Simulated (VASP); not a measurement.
# Tl (P6_3/mmc) in VASP: a series of runs, part 2 of 2

VASP 6.6.1. Earlier steps stand in the parts before.

## (3) Relaxation of cell and atoms, PBEsol

This run uses another cell than the first one, of 28.70 Å³/atom, 1.004 times its volume.

Contents of INCAR:

```
SYSTEM = Tl
  PREC = Accurate
  ENCUT = 600
  EDIFF = 1E-7
  ISMEAR = 1
  SIGMA = 0.1
  LREAL = .FALSE.
  LASPH = .TRUE.
  NELM = 80
  ALGO = Normal
  ISIF = 3
  LWAVE = .FALSE.
  LCHARG = .FALSE.
  GGA = PS
  IBRION = 2
  NSW = 90
  EDIFFG = -0.005
  KPAR = 2
```

Contents of KPOINTS:

```
regular mesh
0
G
  12 12 7
  0 0 0
```

Contents of POSCAR:

```
Tl                                      
1.0
    3.5131166796      0.0000000000      0.0000000000
   -1.7565583398      3.0424482910      0.0000000000
    0.0000000000     -0.0000000000      5.3693815590
  Tl            
     2
Direct
     0.3333333332999970    0.6666666667000030    0.2500000000000000
     0.6666666667000030    0.3333333332999970    0.7500000000000000
```

Potentials or basis: VASP PAW PBE potentials, release 64 (Tl_d).

Run with:

```sh
cat potpaw_PBE.64/Tl_d/POTCAR > POTCAR
mpirun -np 2 vasp_std > vasp.out
```

OUTCAR:

```text
SYSTEM = Tl
   PREC = Accurate
   ENCUT = 600
   EDIFF = 1E-7
   ISMEAR = 1
   LREAL = .FALSE.
   LASPH = .TRUE.
   NELM = 80
   ISIF = 3
   GGA = PS
   IBRION = 2
   NSW = 90
   EDIFFG = -0.005

 ion  position               nearest neighbor table
   1  0.333  0.667  0.250-   2 3.36   2 3.36   2 3.36   2 3.36   2 3.36   2 3.36
   2  0.667  0.333  0.750-   1 3.36   1 3.36   1 3.36   1 3.36   1 3.36   1 3.36

  LATTYP: Found a hexagonal cell.
 ALAT       =     3.5131166796
 C/A-ratio  =     1.5283812206

  Lattice vectors:

 A1 = (   3.5131166796,   0.0000000000,   0.0000000000)
 A2 = (  -1.7565583398,   3.0424482910,   0.0000000000)
 A3 = (   0.0000000000,   0.0000000000,   5.3693815590)

Analysis of symmetry for initial positions (statically):
=====================================================================
 Subroutine PRICEL returns:
 Original cell was already a primitive cell.

 Routine SETGRP: Setting up the symmetry group for a
 hexagonal supercell.

 Subroutine GETGRP returns: Found 24 space group operations
 (whereof 12 operations were pure point group operations)
 out of a pool of 24 trial point group operations.

The static configuration has the point symmetry D_3d.
 The point group associated with its full space group is D_6h.

Analysis of symmetry for dynamics (positions and initial velocities):
=====================================================================
 Subroutine PRICEL returns:
 Original cell was already a primitive cell.

 Routine SETGRP: Setting up the symmetry group for a
 hexagonal supercell.

 Subroutine GETGRP returns: Found 24 space group operations
[... 175 lines left out ...]

 POSITION                                       TOTAL-FORCE (eV/Angst)
 -----------------------------------------------------------------------------------
     -0.00000      2.02830      1.34235         0.000000      0.000000      0.000000
      1.75656      1.01415      4.02704        -0.000000     -0.000000      0.000000
 -----------------------------------------------------------------------------------
    total drift:                               -0.000000      0.000000      0.000000

  FREE ENERGIE OF THE ION-ELECTRON SYSTEM (eV)
  ---------------------------------------------------
  free  energy   TOTEN  =        -5.2640274183 eV

  energy  without entropy=       -5.2640662883  energy(sigma->0) =       -5.26404037

--------------------------------------- Ionic step        2  -------------------------------------------

 number of electron      25.9999997 magnetization

 Free energy of the ion-electron system (eV)
  ---------------------------------------------------
  ext. energy  EPLUGINS =         0.00000000
  ---------------------------------------------------
  free energy    TOTEN  =        -5.26402947 eV

  energy without entropy =       -5.26406661  energy(sigma->0) =       -5.26404185

 E-fermi :   6.3613     XC(G=0): -10.3452

 val. band max:        6.2555986900   @ k =   0.3333   0.0000   0.4286
 cond. band min:       6.3681488890   @ k =   0.2500   0.2500   0.2857
 fundamental gap:      0.1125501990
 Fermi energy:         6.3612950402

 k-point     1 :       0.0000    0.0000    0.0000
  band No.  band energies     occupation
      1      -5.3951      2.00000
      2      -5.1350      2.00000
      3      -5.1350      2.00000
      4      -5.1149      2.00000
      5      -5.0801      2.00000
      6      -5.0801      2.00000
[... 457 lines left out ...]
      4      -5.1896      2.00000
      5      -5.0096      2.00000
      6      -4.9605      2.00000
[... 9 lines left out ...]
     16      10.6215      0.00000
     17      13.1019      0.00000

 [... further k-points ...]

------------------------ aborting loop because EDIFF is reached ----------------------------------------

  FORCE on cell =-STRESS in cart. coord.  units (eV):
  Direction    XX          YY          ZZ          XY          YZ          ZX
  --------------------------------------------------------------------------------------
  -------------------------------------------------------------------------------------
  Total       -0.0019995     -0.0019995      0.0030254      0.0000000      0.0000000     -0.0000000
  in kB       -0.0558039     -0.0558039      0.0844363      0.0000000      0.0000000     -0.0000000
  external PRESSURE =      -0.0090572 kB  Pullay stress =       0.0000000 kB

 VOLUME and BASIS-vectors are now :
 -----------------------------------------------------------------------------
  energy-cutoff  :      600.00
  volume of cell :       57.41
      direct lattice vectors                 reciprocal lattice vectors
     3.513186243  0.000000000  0.000000000     0.284641898  0.164338076  0.000000000
    -1.756593121  3.042508535 -0.000000000    -0.000000000  0.328676153 -0.000000000
    -0.000000000  0.000000000  5.370691016    -0.000000000  0.000000000  0.186195779

 POSITION                                       TOTAL-FORCE (eV/Angst)
 -----------------------------------------------------------------------------------
     -0.00000      2.02834      1.34267        -0.000000      0.000000      0.000000
      1.75659      1.01417      4.02802         0.000000     -0.000000     -0.000000
 -----------------------------------------------------------------------------------
    total drift:                               -0.000000      0.000000      0.000000

  FREE ENERGIE OF THE ION-ELECTRON SYSTEM (eV)
  ---------------------------------------------------
  free  energy   TOTEN  =        -5.2640294665 eV

  energy  without entropy=       -5.2640666111  energy(sigma->0) =       -5.26404185

 reached required accuracy - stopping structural energy minimisation
```

OSZICAR:

```text
N       E                     dE             d eps       ncg     rms          rms(c)
DAV:   1     0.139598421561E+03    0.13960E+03   -0.15530E+04  2584   0.161E+03
DAV:   2    -0.294252010714E+01   -0.14254E+03   -0.14099E+03  2750   0.318E+02
DAV:   3    -0.532605008497E+01   -0.23835E+01   -0.23598E+01  3154   0.362E+01
DAV:   4    -0.533895219560E+01   -0.12902E-01   -0.12900E-01  2797   0.265E+00
DAV:   5    -0.533909802918E+01   -0.14583E-03   -0.14583E-03  2991   0.303E-01    0.301E+00
DAV:   6    -0.527582191746E+01    0.63276E-01   -0.12411E-01  2689   0.301E+00    0.211E+00
DAV:   7    -0.526485386516E+01    0.10968E-01   -0.45504E-02  2694   0.180E+00    0.842E-01
DAV:   8    -0.526402362258E+01    0.83024E-03   -0.25205E-03  2709   0.432E-01    0.480E-02
DAV:   9    -0.526402492740E+01   -0.13048E-05   -0.14187E-05  3114   0.363E-02    0.101E-02
DAV:  10    -0.526402737805E+01   -0.24507E-05   -0.26993E-06  2761   0.167E-02    0.990E-04
DAV:  11    -0.526402741833E+01   -0.40281E-07   -0.14708E-07  1644   0.306E-03
   1 F= -.52640274E+01 E0= -.52640404E+01  d E =-.526403E+01
       N       E                     dE             d eps       ncg     rms          rms(c)
DAV:   1    -0.526405998629E+01   -0.32608E-04   -0.73487E-04  2627   0.235E-01    0.304E-02
DAV:   2    -0.526403504375E+01    0.24943E-04   -0.51060E-05  2662   0.632E-02    0.113E-02
DAV:   3    -0.526403030461E+01    0.47391E-05   -0.11632E-05  2759   0.309E-02    0.757E-03
DAV:   4    -0.526402946846E+01    0.83615E-06   -0.10713E-06  2714   0.907E-03    0.587E-04
DAV:   5    -0.526402946654E+01    0.19163E-08   -0.14690E-07  1391   0.342E-03
   2 F= -.52640295E+01 E0= -.52640418E+01  d E =-.204821E-05
```

CONTCAR:

```text
Tl
   1.00000000000000
     3.5131862428630112    0.0000000000000000    0.0000000000000000
    -1.7565931214315056    3.0425085345529381   -0.0000000000000000
    -0.0000000000000000    0.0000000000000000    5.3706910155138647
  Tl
     2
Direct
     0.3333333332999970    0.6666666667000030    0.2500000000000000
     0.6666666667000030    0.3333333332999970    0.7500000000000000

  0.00000000E+00  0.00000000E+00  0.00000000E+00
  0.00000000E+00  0.00000000E+00  0.00000000E+00
```

It took 20 s on 2 MPI ranks of Intel Xeon 6975P-C (Granite Rapids), shared host; peak memory 0.23 GiB.

Results:

| Quantity | Value |
| --- | --- |
| Free energy | -5.2640 eV |
| Relaxed volume | 28.70 Å³/atom |
| Relaxed cell | a = 3.513 Å, b = 3.513 Å, c = 5.371 Å, α = 90.00°, β = 90.00°, γ = 120.00° |
| Space group after relaxing (to 0.05 Å) | P6_3/mmc (No. 194) |
| Energy gained by relaxing | 0.0 meV/atom |
| Ionic steps | 2 |
| Pressure after relaxing | 0.0 GPa |
| Band gap on the k mesh | none (metal or under the smearing width) |

Final structure:
```
Tl
1.0
     3.51319    0.00000    0.00000
    -1.75659    3.04251    0.00000
     0.00000    0.00000    5.37069
Tl
2
Direct
  0.33333 0.66667 0.25000
  0.66667 0.33333 0.75000
```

Caveat: the PAW data sets were made with another functional, which shifts forces and pressure a little. Spin-orbit coupling is left out, which matters for the levels of Tl.
